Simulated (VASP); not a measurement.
# WS2 in VASP: notebook

One slab, WS2, is run at these levels: PBE; tasks: single point.

Everything below comes from runs of VASP 6.6.1. Logs are shortened: lines on timing, memory, paths and dates and some standing lists are left out, and cuts for length are marked.

## (1) The structure

The cell holds a slab with vacuum, 12 atoms: a = 3.183 Å, b = 3.183 Å, c = 41.287 Å, α = 90.00°, β = 90.00°, γ = 120.00°.

## (2) Single point, PBE

Contents of INCAR:

```
SYSTEM = WS2
  PREC = Accurate
  ENCUT = 460
  EDIFF = 1E-7
  ISMEAR = 0
  SIGMA = 0.05
  LREAL = .FALSE.
  LASPH = .TRUE.
  NELM = 120
  ALGO = Normal
  ISIF = 2
  LWAVE = .FALSE.
  LCHARG = .FALSE.
  LDIPOL = .TRUE.
  IDIPOL = 3
  DIPOL = 0.5 0.5 0.500
  GGA = PE
  NBANDS = 72
  LVHAR = .TRUE.
  LVACPOTAV = .TRUE.
```

Contents of KPOINTS:

```
regular mesh
0
G
  6 6 1
  0 0 0
```

Contents of POSCAR:

```
WS2
1.0
    3.1832085601      0.0000000000      0.0000000000
   -1.5916042801      2.7567394787      0.0000000000
    0.0000000000      0.0000000000     41.2869860272
S W
8 4
Direct
    0.3333333300      0.6666666600      0.0968828288
    0.3333333300      0.6666666600      0.1724071509
    0.6666666700      0.3333333400      0.2543186645
    0.6666666700      0.3333333400      0.3298429866
    0.3333333300      0.6666666600      0.6701570134
    0.3333333300      0.6666666600      0.7456813355
    0.6666666700      0.3333333400      0.8275928491
    0.6666666700      0.3333333400      0.9031171712
    0.6666666700      0.3333333400      0.1346423069
    0.3333333300      0.6666666600      0.2920835085
    0.6666666700      0.3333333400      0.7079164915
    0.3333333300      0.6666666600      0.8653576931
```

Potentials or basis: VASP PAW PBE potentials, release 64 (S, W_sv).

On the command line:

```bash
> cat potpaw_PBE.64/S/POTCAR potpaw_PBE.64/W_sv/POTCAR > POTCAR
> mpirun -np 1 vasp_std > vasp.out
```

OUTCAR:

```text
SYSTEM = WS2
   PREC = Accurate
   ENCUT = 460
   EDIFF = 1E-7
   ISMEAR = 0
   LREAL = .FALSE.
   LASPH = .TRUE.
   NELM = 120
   ISIF = 2
   GGA = PE

 Found      7 irreducible k-points:

 Following reciprocal coordinates:
            Coordinates               Weight
  0.000000  0.000000  0.000000      1.000000
  0.166667 -0.000000  0.000000      6.000000
  0.333333  0.000000  0.000000      6.000000
  0.500000 -0.000000  0.000000      3.000000
  0.166667  0.166667  0.000000      6.000000
  0.333333  0.166667  0.000000     12.000000
   k-points           NKPTS =      7   k-points in BZ     NKDIM =      7   number of bands    NBANDS=     72
   number of dos      NEDOS =    301   number of ions     NIONS =     12
   total plane-waves  NPLWV = 169344
   dimension x,y,z NGX =    24 NGY =   24 NGZ =  294
   dimension x,y,z NGXF=    48 NGYF=   48 NGZF=  588
   ions per type =               8   4
   NGX,Y,Z   is equivalent  to a cutoff of  12.53, 12.53, 11.84 a.u.
   NGXF,Y,Z  is equivalent  to a cutoff of  25.07, 25.07, 23.68 a.u.
 SYSTEM =  WS2
   PREC   = accura    normal or accurate (medium, high low for compatibility)
   ISTART =      0    job   : 0-new  1-cont  2-samecut
   ICHARG =      2    charge: 1-file 2-atom 10-const
   ISPIN  =      1    spin polarized calculation?
   LNONCOLLINEAR =      F non collinear calculations
   LSORBIT =      F    spin-orbit coupling
   LASPH  =      T    aspherical Exc in radial PAW
   ENCUT  =  460.0 eV  33.81 Ry    5.81 a.u.   5.57  5.57 72.20*2*pi/ulx,y,z
   NELM   =    120;   NELMIN=  2; NELMDL= -5     # of ELM steps
   EDIFF  = 0.1E-06   stopping-criterion for ELM
   LREAL  =      F    real-space projection
   EDIFFG = 0.1E-05   stopping-criterion for IOM
   NSW    =      0    number of steps for IOM
   IBRION =     -1    ionic relax: 0-MD 1-quasi-New 2-CG
   NFREE  =      0    steps in history (QN), initial steepest desc. (CG)
   ISIF   =      2    stress and relaxation
   ISYM   =      2    0-nonsym 1-usesym 2-fastsym
   POTIM  = 0.5000    time-step for ionic-motion
   TEBEG  =    0.0;   TEEND  =   0.0 temperature during run
   PSTRESS=    0.0 pullay stress
   NELECT =     104.0000    total number of electrons
   NUPDOWN=      -1.0000    fix difference up-down
   EMIN   =  10.00;   EMAX   =-10.00  energy-range for DOS
   EFERMI =   0.00;   METHOD = LEGACY
   ISMEAR =     0;   SIGMA  =   0.05  broadening in eV -4-tet -1-fermi 0-gaus
   EFERMI_NEDOS =   21; number of points for ismear=-14 and -15
   IALGO  =     38    algorithm
   IMIX   =      4    mixing-type and parameters
     AMIX     =   0.40;   BMIX     =  1.00
     AMIX_MAG =   1.60;   BMIX_MAG =  1.00
  volume/ion in A,a.u.               =      30.19       203.75
  Fermi-wavevector in a.u.,A,eV,Ry     =   1.079928  2.040767 15.867706  1.166243
  Thomas-Fermi vector in A             =   2.215905
   LORBIT       =      0    0 simple, 1 ext, 2 COOP (PROOUT), +10 PAW based schemes
   GGA     = PE    functional components
   LHFCALC =     F    Hartree Fock is set to
   AEXX    =    0.0000 exact exchange contribution
   IVDW    =     0    specifies the selected vdW correction
   LEPSILON=     F    determine dielectric tensor
   LRPA    =     F    only Hartree local field effects (RPA)
 non-spin polarized calculation
 Gauss-broadening in eV      SIGMA  =   0.05
  energy-cutoff  :      460.00
  volume of cell :      362.30
 maximum number of plane-waves:      8221
 NGX is ok and might be reduce to    24
   NGX = 11   NGY = 11   NGZ =145

 dipolmoment           0.000000      0.000000     -0.000000 electrons x Angstroem

 number of electron     104.0000000 magnetization

 dipolmoment           0.000000      0.000000      0.000000 electrons x Angstroem

 Free energy of the ion-electron system (eV)
  ---------------------------------------------------
  ext. energy  EPLUGINS =         0.00000000
  ---------------------------------------------------
  free energy    TOTEN  =       -94.65312726 eV

  energy without entropy =      -94.65312726  energy(sigma->0) =      -94.65312726

 E-fermi :   2.3923     XC(G=0):  -6.9942

 val. band max:        1.9800459131   @ k =   0.0000   0.0000   0.0000
 cond. band min:       3.4621793324   @ k =   0.3333   0.3333   0.0000
 fundamental gap:      1.4821334193
 Fermi energy:         2.3922891061

 k-point     1 :       0.0000    0.0000    0.0000
  band No.  band energies     occupation
      1     -72.3445      2.00000
      2     -72.3445      2.00000
      3     -72.3444      2.00000
      4     -72.3444      2.00000
      5     -36.5848      2.00000
      6     -36.5848      2.00000
[... 56 lines left out ...]
     63       4.7201      0.00000
     64       4.7201      0.00000

 k-point     2 :       0.1667   -0.0000    0.0000
  band No.  band energies     occupation
      1     -72.3403      2.00000
      2     -72.3402      2.00000
      3     -72.3402      2.00000
      4     -72.3402      2.00000
      5     -36.5695      2.00000
      6     -36.5695      2.00000
[... 56 lines left out ...]
     63       4.6142      0.00000
     64       4.6147      0.00000

 k-point     3 :       0.3333    0.0000    0.0000
  band No.  band energies     occupation
      1     -72.3319      2.00000
      2     -72.3319      2.00000
      3     -72.3319      2.00000
      4     -72.3319      2.00000
      5     -36.6857      2.00000
      6     -36.6857      2.00000
[... 56 lines left out ...]
     63       5.5314      0.00000
     64       5.5340      0.00000

 k-point     4 :       0.5000   -0.0000    0.0000
  band No.  band energies     occupation
      1     -72.3277      2.00000
      2     -72.3277      2.00000
      3     -72.3277      2.00000
      4     -72.3277      2.00000
      5     -36.7668      2.00000
      6     -36.7668      2.00000
[... 56 lines left out ...]
     63       5.9037      0.00000
     64       5.9049      0.00000

 k-point     5 :       0.1667    0.1667    0.0000
  band No.  band energies     occupation
      1     -72.3340      2.00000
      2     -72.3340      2.00000
      3     -72.3340      2.00000
      4     -72.3340      2.00000
      5     -36.6291      2.00000
      6     -36.6291      2.00000
[... 56 lines left out ...]
     63       4.8695      0.00000
     64       4.8698      0.00000

 k-point     6 :       0.3333    0.1667    0.0000
  band No.  band energies     occupation
      1     -72.3277      2.00000
      2     -72.3277      2.00000
      3     -72.3277      2.00000
      4     -72.3277      2.00000
      5     -36.7255      2.00000
      6     -36.7255      2.00000
[... 56 lines left out ...]
     63       5.5441      0.00000
     64       5.5447      0.00000

 [... further k-points ...]

 [bands above 64 left out]

------------------------ aborting loop because EDIFF is reached ----------------------------------------

  FORCE on cell =-STRESS in cart. coord.  units (eV):
  Direction    XX          YY          ZZ          XY          YZ          ZX
  --------------------------------------------------------------------------------------
  -------------------------------------------------------------------------------------
  Total        1.7927200      1.7927200      3.8113017     -0.0000000      0.0000000      0.0000000
  in kB        7.9277334      7.9277334     16.8542685     -0.0000000      0.0000000      0.0000000
  external PRESSURE =      10.9032451 kB  Pullay stress =       0.0000000 kB

 VOLUME and BASIS-vectors are now :
 -----------------------------------------------------------------------------
  energy-cutoff  :      460.00
  volume of cell :      362.30
      direct lattice vectors                 reciprocal lattice vectors
     3.183208560  0.000000000  0.000000000     0.314148439  0.181373686  0.000000000
    -1.591604280  2.756739479  0.000000000     0.000000000  0.362747372  0.000000000
     0.000000000  0.000000000 41.286986027     0.000000000  0.000000000  0.024220707

 POSITION                                       TOTAL-FORCE (eV/Angst)
 -----------------------------------------------------------------------------------
     -0.00000      1.83783      4.00000         0.000000     -0.000000     -0.279319
     -0.00000      1.83783      7.11817         0.000000     -0.000000      0.234474
      1.59160      0.91891     10.50005        -0.000000     -0.000000     -0.234645
      1.59160      0.91891     13.61822         0.000000     -0.000000      0.279384
     -0.00000      1.83783     27.66876        -0.000000      0.000000     -0.279384
     -0.00000      1.83783     30.78693         0.000000     -0.000000      0.234645
      1.59160      0.91891     34.16881         0.000000      0.000000     -0.234474
      1.59160      0.91891     37.28699        -0.000000     -0.000000      0.279319
      1.59160      0.91891      5.55898        -0.000000      0.000000     -0.011960
     -0.00000      1.83783     12.05925        -0.000000      0.000000      0.011803
      1.59160      0.91891     29.22774        -0.000000     -0.000000     -0.011803
     -0.00000      1.83783     35.72801         0.000000     -0.000000      0.011960
 -----------------------------------------------------------------------------------
    total drift:                               -0.000000      0.000000      0.000000

  FREE ENERGIE OF THE ION-ELECTRON SYSTEM (eV)
  ---------------------------------------------------
  free  energy   TOTEN  =       -94.6531272574 eV

  energy  without entropy=      -94.6531272574  energy(sigma->0) =      -94.65312726
```

It took 3.8 min on 1 thread of AMD EPYC 9R45 (Zen 5), shared host; peak memory 0.43 GiB.

These settings aren't checked as converged: the numbers below hold their error.

Results:

```yaml
Free_energy: -94.6531 eV
Largest_force: 0.279 eV/Å
Band_gap_on_the_k_mesh: 1.48 eV, indirect (least direct gap 1.77 eV)
```

Caveat: spin-orbit coupling is left out, which moves the levels of the heavy elements.

## (3) Single point, PBE

This run uses another cell than the first one, of 28.73 Å³/atom, 0.952 times its volume.

Edit INCAR of step 2 so:

```diff
@@ -13,5 +13,2 @@
   LCHARG = .FALSE.
-  LDIPOL = .TRUE.
-  IDIPOL = 3
-  DIPOL = 0.5 0.5 0.500
   GGA = PE
@@ -20 +17,2 @@
   LVACPOTAV = .TRUE.
+  IDIPOL = 3
```

Contents of KPOINTS:

```
regular mesh
0
G
  8 8 1
  0 0 0
```

Contents of POSCAR:

```
WS2
1.0
    3.1832085601      0.0000000000      0.0000000000
   -1.5916042801      2.7567394787      0.0000000000
    0.0000000000      0.0000000000     39.2869860272
S W
8 4
Direct
    0.3333333300      0.6666666600      0.0763611644
    0.3333333300      0.6666666600      0.1557302366
    0.6666666700      0.3333333400      0.2418116560
    0.6666666700      0.3333333400      0.3211807281
    0.3333333300      0.6666666600      0.6788192719
    0.3333333300      0.6666666600      0.7581883440
    0.6666666700      0.3333333400      0.8442697634
    0.6666666700      0.3333333400      0.9236388356
    0.6666666700      0.3333333400      0.1160428810
    0.3333333300      0.6666666600      0.2814990115
    0.6666666700      0.3333333400      0.7185009885
    0.3333333300      0.6666666600      0.8839571190
```

Potentials or basis: VASP PAW PBE potentials, release 64 (S, W_sv).

On the command line:

```bash
> cat potpaw_PBE.64/S/POTCAR potpaw_PBE.64/W_sv/POTCAR > POTCAR
> mpirun -np 1 vasp_std > vasp.out
```

Run time: 5.2 min. Hardware: 1 thread of AMD EPYC 9R45 (Zen 5), shared host; peak memory 0.45 GiB.

These settings aren't checked as converged: the numbers below hold their error.

Results:

| Quantity | Value |
| --- | --- |
| Free energy | -94.6642 eV |
| Largest force | 0.276 eV/Å |
| Band gap on the k mesh | 1.72 eV, indirect (least direct gap 2.23 eV) |

Caveat: spin-orbit coupling is left out, which moves the levels of the heavy elements.

(Continued in part 2 of 2.)
